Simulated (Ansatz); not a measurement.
## Nudged elastic band run: Ba8Ti9O24

Input file:

```yaml
crystal:
  lattice:
    - [5.655765, 3.265358, 4.635454]
    - [-5.655765, 3.265358, 4.635454]
    - [0.0, -6.530715, 4.635454]
  atoms:
    - { symbol: Ba, position: [-0.00079963, -0.00288028, -0.00314551] }
    - { symbol: Ti, position: [0.27104687, 0.23267794, 0.2323643] }
    - { symbol: O, position: [0.24524159, 0.24454997, -0.01005707] }
    - { symbol: O, position: [0.0315022, 0.2900039, 0.28954653] }
    - { symbol: O, position: [0.24526318, -0.0096072, 0.24420885] }
    - { symbol: Ba, position: [-0.00123634, 0.00504112, 0.50031288] }
    - { symbol: Ti, position: [0.25037167, 0.24619781, 0.7538439] }
    - { symbol: O, position: [0.28474291, 0.23258727, 0.49702362] }
    - { symbol: O, position: [0.0009083, 0.24744385, 0.74135846] }
    - { symbol: O, position: [0.24909942, -0.00987452, 0.73859278] }
    - { symbol: Ba, position: [-0.00123838, 0.50062751, 0.00486667] }
    - { symbol: Ti, position: [0.25050939, 0.7541454, 0.24590935] }
    - { symbol: O, position: [0.24908082, 0.739075, -0.01029425] }
    - { symbol: O, position: [0.00093278, 0.74168712, 0.24709858] }
    - { symbol: O, position: [0.28471476, 0.49742318, 0.23201466] }
    - { symbol: Ba, position: [-0.07575007, 0.53454326, 0.53446202] }
    - { symbol: Ti, position: [0.24365512, 0.75011439, 0.74980094] }
    - { symbol: O, position: [0.23925259, 0.71079206, 0.48602365] }
    - { symbol: O, position: [-0.00603389, 0.7573531, 0.75697878] }
    - { symbol: O, position: [0.23927922, 0.48635441, 0.71050342] }
    - { symbol: Ba, position: [0.49862824, -0.00224235, -0.0025437] }
    - { symbol: Ti, position: [0.7472326, 0.25557566, 0.25526912] }
    - { symbol: O, position: [0.7682723, 0.25280603, 0.00795459] }
    - { symbol: O, position: [0.51312967, 0.23909008, 0.23874711] }
    - { symbol: O, position: [0.76823354, 0.008299, 0.25250061] }
    - { symbol: Ba, position: [0.50762189, -0.00081025, 0.50321048] }
    - { symbol: Ti, position: [0.74875114, 0.24790267, 0.76016258] }
    - { symbol: O, position: [0.74479026, 0.25347927, 0.50459615] }
    - { symbol: O, position: [0.50245355, 0.25104059, 0.7617975] }
    - { symbol: O, position: [0.74558304, 0.0052566, 0.75915216] }
    - { symbol: Ba, position: [0.50764341, 0.50356405, -0.00116619] }
    - { symbol: Ti, position: [0.74882059, 0.76042674, 0.24765976] }
    - { symbol: O, position: [0.7456184, 0.75950966, 0.00495251] }
    - { symbol: O, position: [0.50242144, 0.7621737, 0.25070453] }
    - { symbol: O, position: [0.74471434, 0.50493548, 0.25316836] }
    - { symbol: Ba, position: [0.52381548, 0.51280407, 0.51258554] }
    - { symbol: Ti, position: [0.74036962, 0.76591261, 0.76557615] }
    - { symbol: O, position: [0.74132485, 0.76705597, 0.50541633] }
    - { symbol: O, position: [0.49499829, 0.75086467, 0.75047873] }
    - { symbol: O, position: [0.7412741, 0.50576616, 0.76670838] }
    - { symbol: Ti, position: [0.18910124, 0.4314017, 0.43085472] }
basis:
  ecutwfc: 420.0
kpoints:
  mp_grid: { grid: [2, 2, 2] }
hamiltonian:
  xc: pbesol
  pseudopotentials: { kind: paw, azcp: { folder: soft_1 } }
scf:
  occupations: { method: gaussian, width: 0.02 }
  lower_state_search: "off"
  max_iter: 62
neb:
  images: 4
  f_tol: 0.05
  max_iterations: 8
  order_check: false
  climbing: false
  final_atoms:
    - { symbol: Ba, position: [-0.00207774, -0.00226424, 0.00555152] }
    - { symbol: Ti, position: [0.23266087, 0.23248651, 0.23329455] }
    - { symbol: O, position: [0.23872765, 0.23851086, -0.00833113] }
    - { symbol: O, position: [-0.00973945, 0.24452641, 0.25904879] }
    - { symbol: O, position: [0.24466345, -0.00991211, 0.25902899] }
    - { symbol: Ba, position: [-0.00253486, -0.00268546, 0.5055344] }
    - { symbol: Ti, position: [0.25602666, 0.2558473, 0.75709053] }
    - { symbol: O, position: [0.28915612, 0.28899228, 0.47409836] }
    - { symbol: O, position: [0.00812101, 0.25257465, 0.73656833] }
    - { symbol: O, position: [0.25275412, 0.00792442, 0.73652676] }
    - { symbol: Ba, position: [-0.0010402, 0.50321963, -0.00268466] }
    - { symbol: Ti, position: [0.24621265, 0.75406624, 0.2542023] }
    - { symbol: O, position: [0.25092449, 0.76194141, 0.00225548] }
    - { symbol: O, position: [-0.00989444, 0.7387958, 0.25535274] }
    - { symbol: O, position: [0.23266115, 0.49697674, 0.21987713] }
    - { symbol: Ba, position: [0.00501363, 0.50063031, 0.50596573] }
    - { symbol: Ti, position: [0.24799894, 0.76049388, 0.75591295] }
    - { symbol: O, position: [0.24721626, 0.74150887, 0.50376511] }
    - { symbol: O, position: [0.00533273, 0.75925799, 0.7593428] }
    - { symbol: O, position: [0.2535964, 0.50456885, 0.76010839] }
    - { symbol: Ba, position: [0.50341679, -0.00124197, -0.00266714] }
    - { symbol: Ti, position: [0.75423003, 0.24606373, 0.25419061] }
    - { symbol: O, position: [0.76208515, 0.25078112, 0.00230863] }
    - { symbol: O, position: [0.4971714, 0.23241412, 0.21996748] }
    - { symbol: O, position: [0.73902856, -0.01008392, 0.25534572] }
    - { symbol: Ba, position: [0.50081149, 0.00485506, 0.50592544] }
    - { symbol: Ti, position: [0.76067249, 0.24781396, 0.75592336] }
    - { symbol: O, position: [0.74168801, 0.24704615, 0.50379776] }
    - { symbol: O, position: [0.50475733, 0.25341529, 0.76010366] }
    - { symbol: O, position: [0.75946489, 0.00513513, 0.75938255] }
    - { symbol: Ba, position: [0.51260971, 0.51242904, -0.01884469] }
    - { symbol: Ti, position: [0.75032071, 0.75013089, 0.26115579] }
    - { symbol: O, position: [0.75072527, 0.75050665, 0.00988666] }
    - { symbol: O, position: [0.48633429, 0.71104957, 0.26573317] }
    - { symbol: O, position: [0.71112598, 0.48613647, 0.26581182] }
    - { symbol: Ba, position: [0.53528145, 0.53505861, 0.58002212] }
    - { symbol: Ti, position: [0.76591303, 0.76571599, 0.76459358] }
    - { symbol: O, position: [0.75776394, 0.75757799, 0.51064978] }
    - { symbol: O, position: [0.50593626, 0.7669192, 0.76330096] }
    - { symbol: O, position: [0.76715469, 0.50574897, 0.76332033] }
    - { symbol: Ti, position: [0.43059714, 0.43041849, 0.31675743] }
```

Command:

```bash
$ ansatz run input.yaml --threads 4 --pin off --max-ram 10240MiB --backend cpu --events-out ev --progress --plain --runs-dir out
```

Output, in part (warnings, iteration lines):

```
NEB end point (image 0): max|allowed force component| = 2.391e-2 eV/Å (the criterion of neb.relax_end_points is 1.000e-2)
NEB end point (image 5): max|allowed force component| = 2.408e-2 eV/Å (the criterion of neb.relax_end_points is 1.000e-2)
NEB iter   1: max|band force component| = 2.365e1 eV/Å  barrier→ = 8.1473 eV  barrier← = 8.2182 eV  Δτ_max = 0.2000 Å  (69 SCF iters)
NEB iter   2: max|band force component| = 9.175e0 eV/Å  barrier→ = 3.2550 eV  barrier← = 3.3258 eV  Δτ_max = 0.1982 Å  (41 SCF iters)
NEB iter   3: max|band force component| = 4.169e0 eV/Å  barrier→ = 1.5265 eV  barrier← = 1.5973 eV  Δτ_max = 0.1378 Å  (42 SCF iters)
NEB iter   4: max|band force component| = 1.505e0 eV/Å  barrier→ = 0.7363 eV  barrier← = 0.8071 eV  Δτ_max = 0.0950 Å  (39 SCF iters)
NEB iter   5: max|band force component| = 6.978e-1 eV/Å  barrier→ = 0.6382 eV  barrier← = 0.7090 eV  Δτ_max = 0.1060 Å  (35 SCF iters)
NEB iter   6: max|band force component| = 4.504e-1 eV/Å  barrier→ = 0.5461 eV  barrier← = 0.6169 eV  Δτ_max = 0.1309 Å  (34 SCF iters)
NEB iter   7: max|band force component| = 4.100e-1 eV/Å  barrier→ = 0.4233 eV  barrier← = 0.4942 eV  Δτ_max = 0.1999 Å  (33 SCF iters)
NEB iter   8: max|band force component| = 8.249e-1 eV/Å  barrier→ = 0.2929 eV  barrier← = 0.3637 eV  Δτ_max = 0.1001 Å  (34 SCF iters)
Error: NEB band did not converge after 8 iterations: max|band force component| = 8.25e-1 eV/Å (threshold 5.0e-2); raise `neb.max_iterations` in a new run, which can start from the last band evaluated (`neb.initial_path`, with `crystal.atoms` and `neb.final_atoms` set to its first and last images), …
```

The run ended unconverged. The band didn't meet its force threshold, so its energies are provisional: the largest band force was still 0.82 eV/Å, and over the last iterations the top moved between 0.29 and 0.55 eV. Limits of this set-up: coarse k mesh, PAW files made for another functional, a small cell, in which the defect meets its images.

Final band (atoms are numbered from 1 in the order of the input):

```tsv
image	path coordinate (Å)	energy (eV)	Ti2–Ba36 (Å)	O4–Ti41 (Å)	Ba6–Ti41 (Å)
0	0.00	0.000	3.77	2.04	3.78
1	0.97	0.235	3.87	3.06	4.18
2	1.89	0.293	4.24	3.22	4.29
3	2.82	0.108	4.53	3.44	4.46
4	3.75	0.218	4.56	3.62	4.80
5	4.68	-0.071	4.42	3.86	5.13
```

Run time: 10 min on 4 threads of Arm Neoverse V2 (shared host), peak memory 4.5 GiB.
